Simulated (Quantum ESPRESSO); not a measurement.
The system is Hf.

```
Hf
1.0
     3.19670    0.00000    0.00000
    -1.59835    2.76842    0.00000
     0.00000    0.00000    5.05780
Hf
2
Cartesian
  1.5984 0.9228 3.7934
  0.0000 1.8456 1.2645
```

| Item | Value |
| --- | --- |
| Program | Quantum ESPRESSO 7.5 |
| Task | phonons |
| Functional | LDA |
| Potentials or basis | PseudoDojo 0.4.1 SR LDA standard |
| Cutoff | 789 eV |
| Density cutoff | 3157 eV |
| k mesh | 8 × 8 × 4 |
| Occupations | cold, width 0.2 eV |
| Spin | no spin polarisation |
| Form of the LDA correlation | PW92 |
| Mixing beta | 0.5 |
| Most SCF iterations | 120 |
| SCF threshold | 4e-10 Ry |

The cell and the atoms were relaxed first, to 20.60 Å³/atom (a = 3.111 Å, b = 3.111 Å, c = 4.916 Å, α = 90.00°, β = 90.00°, γ = 120.00°), and the response was taken there.

```
Hf
1.0
     3.11106    0.00000    0.00000
    -1.55553    2.69426    0.00000
     0.00000    0.00000    4.91556
Hf
2
Direct
  0.66667 0.33333 0.75000
  0.33333 0.66667 0.25000
```

**Question.** What is the highest optical frequency at the zone centre?

**Answer.** 137 cm⁻¹, a mode of symmetry B1g (silent).

Optical modes at Γ, degenerate ones joined:
| cm⁻¹ | components | symmetry | active in |
| --- | --- | --- | --- |
| 69 | 2 | E2g | Raman |
| 137 | 1 | B1g | silent |

Caveat: the mesh is thin for the phonons of a metal.
